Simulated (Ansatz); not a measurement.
Input for Ansatz (plane-wave DFT, PAW):

```yaml
crystal:
  lattice:
    - [7.5434048942, 0.0, 0.0]
    - [-3.7717024471, 6.5327802694, 0.0]
    - [0.0, 0.0, 20.5608116604]
  atoms:
    - { symbol: C, position: [0.816469474, 0.6360668854, 0.668087777] }
    - { symbol: C, position: [0.9088445986, 0.8184853181, 0.6587684642] }
    - { symbol: H, position: [0.7347575376, 0.4739546273, 0.6756215202] }
    - { symbol: H, position: [0.9902724068, 0.9802651321, 0.6503623751] }
basis:
  ecutwfc: 420
kpoints:
  mp_grid: { grid: [3, 3, 1] }
hamiltonian:
  xc: pbe
  dispersion: d3bj
scf:
  occupations: { method: gaussian, width: 0.1 }
output:
  forces: true
  eigenvalues: true
  write_density: true
  volumetric_format: npy
efield:
  axis: 3
  dipole_correction: true
  ramp_width: 0.04
```

Command:
```bash
ansatz run input.yaml --threads 4 --pin off --max-ram 10240MiB --backend cpu --events-out ev --progress --plain --runs-dir out
```

Method: DFT PBE+D3(BJ), scalar-relativistic, plane waves, PAW (Ansatz 0.2.0).

From the run's log, abridged:

```
Pseudopotentials: kind: paw
Pseudopotential: C, paw, valence charge 4, recommended cutoff 420 eV (normal)
Pseudopotential: H, paw, valence charge 1, recommended cutoff 420 eV (normal)
Functional definition: PBE
Crystal: 4 atoms, lattice volume = 1013.225 Å³
Basis set: ecut = 420 eV, 19833 PW (Γ), exchange–correlation on 108×108×288 points (8 copies of the dense FFT grid, shifted against one another)
Bands: 9, of which v1, the nominal top of the filled ones, is band 5 counted from 1 (4 counted from 0)
Symmetry: 1 space group operations
Space group: P1 (ITA 1), of the structure as read, at distance tolerance 1.0e-4 Å
k-points: 5 of 9 (time reversal used)
Initial density: superposition of atomic densities (neutral atoms: chi_scale 0, normalization atom), corrected by the library's trained network
Initial wavefunctions: pseudopotential atomic-orbital guess
Functional: x = pbe(κ = 0.804, μ = 0.21951497), c = pbe(β = 0.06672455)
SCF iter   1: F=—  HF=-531.388844 eV  |F-HF|=—  |Δ(HF+E_count)|=         —  Δρ=1.06e-3  dr2=3.03e-2  ethr=1.77e-3  p=-0.003 e·Å  D=-5.72e-4 V/Å  ΔV_dip=0.01 eV  dr2_dipole=6.81e-8  V_vac-E_F(+/−)=4.39/4.38 eV  ⟨swp⟩=7.6  Hψ=420  notcnv=0
efield: sawtooth ramp at fractional position 0.1430 (placed from the atoms, in the widest stretch of the axis that holds none; the zero of the levels goes with the place), width 0.0400; the density the first Hamiltonian is built on has a dipole p = -0.003 e·Å; the dipole correction subtracts the counter field D = -5.72e-4 V/Å, which shifts the + side's vacuum level by +0.01 eV against the − side's; the planar-averaged density in the ramp window peaks in size at 6.3e-7 e/Å³
SCF iter   2: F=—  HF=-531.390053 eV  |F-HF|=—  |Δ(HF+E_count)|=   1.21e-3  Δρ=4.81e-4  dr2=3.47e-3  ethr=3.03e-4  p=-0.004 e·Å  D=-6.46e-4 V/Å  ΔV_dip=0.01 eV  dr2_dipole=5.69e-9  V_vac-E_F(+/−)=4.19/4.18 eV  ⟨swp⟩=2.2  Hψ=126  notcnv=0
SCF iter   3: F=—  HF=-531.394151 eV  |F-HF|=—  |Δ(HF+E_count)|=   4.10e-3  Δρ=1.82e-4  dr2=5.86e-4  ethr=3.47e-5  p=-0.003 e·Å  D=-6.20e-4 V/Å  ΔV_dip=0.01 eV  dr2_dipole=1.30e-8  V_vac-E_F(+/−)=4.14/4.13 eV  ⟨swp⟩=2.0  Hψ=63  notcnv=0
SCF iter   4: F=—  HF=-531.395859 eV  |F-HF|=—  |Δ(HF+E_count)|=   1.71e-3  Δρ=1.54e-4  dr2=3.56e-4  ethr=5.86e-6  p=-0.004 e·Å  D=-6.90e-4 V/Å  ΔV_dip=0.01 eV  dr2_dipole=1.87e-7  V_vac-E_F(+/−)=4.09/4.07 eV  ⟨swp⟩=2.0  Hψ=90  notcnv=0
SCF iter   5: F=—  HF=-531.395792 eV  |F-HF|=—  |Δ(HF+E_count)|=   6.69e-5  Δρ=4.14e-5  dr2=9.43e-6  ethr=3.56e-6  p=-0.004 e·Å  D=-6.30e-4 V/Å  ΔV_dip=0.01 eV  dr2_dipole=2.24e-11  V_vac-E_F(+/−)=4.08/4.07 eV  ⟨swp⟩=2.6  Hψ=72  notcnv=0
SCF iter   6: F=—  HF=-531.395814 eV  |F-HF|=—  |Δ(HF+E_count)|=   2.12e-5  Δρ=5.18e-5  dr2=2.16e-5  ethr=9.43e-8  p=-0.004 e·Å  D=-6.26e-4 V/Å  ΔV_dip=0.01 eV  dr2_dipole=1.37e-10  V_vac-E_F(+/−)=4.08/4.06 eV  ⟨swp⟩=2.0  Hψ=70  notcnv=0
SCF iter   7: F=—  HF=-531.395805 eV  |F-HF|=—  |Δ(HF+E_count)|=   8.09e-6  Δρ=8.30e-6  dr2=5.39e-7  ethr=9.43e-8  p=-0.004 e·Å  D=-6.26e-4 V/Å  ΔV_dip=0.01 eV  dr2_dipole=1.21e-13  V_vac-E_F(+/−)=4.08/4.07 eV  ⟨swp⟩=2.0  Hψ=70  notcnv=0
SCF iter   8: F=-531.395805 eV  HF=-531.395805 eV  |F-HF|=7.46e-10  |Δ(HF+E_count)|=   2.08e-7  Δρ=6.56e-7  dr2=2.47e-9  ethr=1.00e-9  p=-0.004 e·Å  D=-6.28e-4 V/Å  ΔV_dip=0.01 eV  dr2_dipole=1.08e-12  V_vac-E_F(+/−)=4.08/4.07 eV  ⟨swp⟩=10.6  Hψ=289  notcnv=0
SCF 1 converged in 8 iterations: F = -531.395805 eV  dr2 = 2.47e-9
SCF converged after 8 iterations
Free energy (F): -531.395805 eV
Harris-Foulkes:  -531.395805 eV  (|F-HF|=7.46e-10)
Internal energy: -531.395805 eV  (E = F + TS)
E sigma→0 (E₀):  -531.395805 eV
Fermi energy:    -3.823396 eV
Dipole field:    D = -0.000627 V/Å  (p = -0.003513 e·Å, saw-weighted, corrected)
Work function:   Φ+ = 4.0787 eV   Φ− = 4.0658 eV
Levels:          The Fermi level and band energies are counted from a zero that moves with the ramp; work functions are not
--- Per-component energies (eV) ---
  E_band       = -116.984463
  E_kinetic    = 201.408053
  E_local      = -1285.131605  (includes V_loc(G=0)·N_el)
  E_nonlocal   = 59.757474
  E_hartree    = 529.460490
  E_xc         = -110.391561
  E_vxc        = -136.965905  (∫ρ·V_xc dr)
  E_paw        = -199.830189  (= ΣΔE_a)
  E_vpaw       = -14.971215  (= ΣTr[D̂ρ^β])
  E_aug_tail   = -0.002605  (compensation charges beyond the density's cutoff)
  E_efield     = 0.000001  (sawtooth field / dipole correction)
  E_vefield    = 0.000047  (∫n·V_field dr)
  E_ewald      = 273.373055
  E_disp       = -0.038920  (pairwise vdW)
  E_smearing   =  0.000000  (= −TS)
--- Forces (eV/Å), atoms counted from 1 ---
  atom   1  C      0.00713752     0.06793044    -0.04295847
  atom   2  C     -0.00865917    -0.05034535     0.00601234
  atom   3  H     -0.00176063    -0.00153216     0.02520846
  atom   4  H      0.00328557    -0.01608533     0.01172993
--- Band table (eV; the first three rows and the last of 5) ---
  k-point 0: bands = ["-18.4577", "-13.8982", "-12.0376", "-7.0489", "-7.0476", "-0.6026", "-0.3830", "-0.2436", "0.2034"]
  k-point 1: bands = ["-18.4575", "-13.9011", "-12.0333", "-7.0511", "-7.0479", "-0.3968", "-0.3496", "-0.2279", "0.5947"]
  k-point 2: bands = ["-18.4576", "-13.8997", "-12.0353", "-7.0524", "-7.0480", "-0.4572", "-0.2877", "-0.2117", "0.5926"]
  k-point 4: bands = ["-18.4576", "-13.8996", "-12.0354", "-7.0525", "-7.0480", "-0.4551", "-0.2854", "-0.2078", "0.5909"]
```

The calculation finished and met its thresholds.

Time: 3.6 s on 4 threads of AMD EPYC 7R43 64-Core Processor (Zen 3), on a shared host, peak memory 0.96 GiB.